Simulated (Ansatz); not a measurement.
# BN: a listed cell, distorted in several ways

Aim: see how energy, forces, stress and gap of BN answer to random distortions, further strains and shifts, swapped elements, distortions that keep the symmetry. Nothing is relaxed unless a step says so.

Computed with Ansatz 0.2.0 (DFT PBE, scalar-relativistic, plane waves, PAW, unless a step's input says otherwise).

1 further run of the same task is left out (set aside as unsound or not needed).

## 1. Starting point

Symmetry: P6_3/mmc, No. 194, hexagonal system. Conventional cell: a = 2.504 Å, b = 2.504 Å, c = 6.661 Å, α = 90.00°, β = 90.00°, γ = 120.00°. B (site symmetry -6m2) has 3 N at 1.45 Å as nearest neighbours. N (site symmetry -6m2) is surrounded by 3 B at 1.45 Å.

Coordinates:

```
B N
1.0
     2.50399    0.00000    0.00000
    -1.25200    2.16852    0.00000
     0.00000    0.00000    6.66120
B N
2 2
Direct
  0.33333 0.66667 0.25000
  0.66667 0.33333 0.75000
  0.33333 0.66667 0.75000
  0.66666 0.33333 0.25000
```

The structure comes from the Crystallography Open Database.

## 2. A change within a subgroup

What differs from the listed cell: strain xx, yy, zz, yz, xz, xy = +8.1, +5.1, +0.6, +0.0, +0.0, +2.6 %; atoms moved by 0.15 Å root mean square, at most 0.24 Å.

input.yaml reads:

```yaml
crystal:
  lattice:
    - [2.7056631962, 0.0638517885, 0.0]
    - [-1.2975343273, 2.2473842412, 0.0]
    - [0.0, 0.0, 6.699968184]
  atoms:
    - { symbol: B, position: [0.3368262851, 0.6684131426, 0.25] }
    - { symbol: B, position: [0.6279889935, 0.3139944967, 0.75] }
    - { symbol: "N", position: [0.4431528281, 0.7215764141, 0.75] }
    - { symbol: "N", position: [0.5920318933, 0.2960159466, 0.25] }
basis:
  ecutwfc: 420
kpoints:
  mp_grid: { grid: [12, 12, 4] }
hamiltonian:
  xc: pbe
scf:
  occupations: { method: gaussian, width: 0.02 }
output:
  forces: true
  stress: true
  eigenvalues: true
```

## 3. A random distortion, cell strained

input.yaml reads:

```yaml
crystal:
  lattice:
    - [2.5155851859, 0.0122695594, -0.055238057]
    - [-1.2471668429, 2.1450157985, 0.0926746413]
    - [-0.146946072, 0.199836, 6.70249944]
  atoms:
    - { symbol: B, position: [0.275011011, 0.6797908225, 0.2424668228] }
    - { symbol: B, position: [0.6980747591, 0.3323234281, 0.7549720771] }
    - { symbol: "N", position: [0.4079207428, 0.7095392165, 0.7616345403] }
    - { symbol: "N", position: [0.6189974808, 0.2783465328, 0.2409250585] }
basis:
  ecutwfc: 420
kpoints:
  mp_grid: { grid: [12, 12, 4] }
hamiltonian:
  xc: pbe
scf:
  occupations: { method: gaussian, width: 0.02 }
output:
  forces: true
  stress: true
  eigenvalues: true
  populations: true
```

## 4. One element swapped, cell strained: N → P, first probe

input.yaml reads:

```yaml
crystal:
  lattice:
    - [2.9081108285, 0.0, 0.0]
    - [-1.4540554143, 2.5184978545, 0.0]
    - [0.0, 0.0, 7.7362508101]
  atoms:
    - { symbol: B, position: [0.3333333333, 0.6666666667, 0.25] }
    - { symbol: B, position: [0.6666666667, 0.3333333333, 0.75] }
    - { symbol: P, position: [0.3333333333, 0.6666666667, 0.75] }
    - { symbol: P, position: [0.6666666667, 0.3333333333, 0.25] }
basis:
  ecutwfc: 420
kpoints:
  mp_grid: { grid: [9, 9, 4] }
hamiltonian:
  xc: pbe
scf:
  occupations: { method: gaussian, width: 0.1 }
output:
  forces: true
  stress: true
  eigenvalues: true
```

## 5. One element swapped, cell strained: N → P

input.yaml: that of step 4 with these lines changed.

```diff
@@ -13,3 +13,3 @@
 kpoints:
-  mp_grid: { grid: [9, 9, 4] }
+  mp_grid: { grid: [15, 15, 6] }
 hamiltonian:
@@ -17,3 +17,3 @@
 scf:
-  occupations: { method: gaussian, width: 0.1 }
+  occupations: { method: gaussian, width: 0.02 }
 output:
```

## 6. A change within the space group

input.yaml reads:

```yaml
crystal:
  lattice:
    - [2.3984985338, 0.0, 0.0]
    - [-1.1992492669, 2.0771606612, 0.0]
    - [0.0, 0.0, 6.780235644]
  atoms:
    - { symbol: B, position: [0.3333333333, 0.6666666667, 0.25] }
    - { symbol: B, position: [0.6666666667, 0.3333333333, 0.75] }
    - { symbol: "N", position: [0.3333333333, 0.6666666667, 0.75] }
    - { symbol: "N", position: [0.6666666667, 0.3333333333, 0.25] }
basis:
  ecutwfc: 420
kpoints:
  mp_grid: { grid: [12, 12, 4] }
hamiltonian:
  xc: pbe
scf:
  occupations: { method: gaussian, width: 0.02 }
output:
  forces: true
  stress: true
  eigenvalues: true
```

**Question.** What will these runs give? Wanted: for each run, case; energy; pressure; largest force.

**Answer**, as computed:

```
step                                       case  energy (meV/atom)  pressure (GPa)  largest force (eV/Å)  gap on the mesh (eV)
   2                 a change within a subgroup               +0.0           -12.8                  3.45                  2.62
   3         a random distortion, cell strained             -258.9            13.8                  7.75                  2.91
   5  one element swapped, cell strained: N → P                n/a            50.5                  0.00                  0.31
   6            a change within the space group             -377.4            40.1                  0.00                  4.52
```

Energies are counted from step 2, with the smearing taken to zero. Other atoms or functionals have another zero of energy (n/a). 

**Reading.** Among the distorted cells of the listed formula and level the largest force, 7.75 eV/Å, comes in step 3, shared by 2 atoms. Among the distorted cells of the listed formula and level the gap runs from 2.62 eV to 4.52 eV.

These are semilocal Kohn-Sham gaps, which aren't the measured quantity. Such gaps usually fall short of the measured ones.
